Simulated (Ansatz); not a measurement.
HfO2: how the free axis answers a strain

HfO2, P4_2/nmc, a = 3.604 Å, c = 5.264 Å. This isn't the usual stable structure of the compound. Ansatz: PBE, PAW, 420 eV, Γ-centred 6×6×4 mesh on 6 atoms, Gaussian smearing 0.02 eV; no spin polarisation. Series: biaxial strain in the a-b plane, c and atoms relaxed; x is the strain in per cent. y is the change of c in per cent of 5.264 Å.

| x (%) | y (%) |
| --- | --- |
| -4.5 | ? |
| -3.0 | 1.70 |
| -1.5 | 0.77 |
| 0.0 | 0.00 |
| 1.5 | -0.60 |
| 3.0 | -1.10 |
| 4.5 | -1.48 |

Question: Fit y = c1 x + c2 x² to the other rows, say what c1 measures, and predict the missing y.

Answer: Least squares on the rows shown. y = −0.4679 x + 0.03169 x². With no stress along c, c1 = −2C13/C33 = -0.468. At x = -4.5 the fit asked for gives 2.75 %. The run gave 2.86 %, so the fit is 0.11 % too low, 2.5 % of the span of the series, against an rms of 0.02 % on the fitted rows. The row lies outside the fitted range. With a term in x³ added, a fit to the same known rows predicts 2.84 %, so most of the miss is curvature that the known rows already hold.

Spin–orbit coupling is left out, which can shift energies with elements as heavy as these.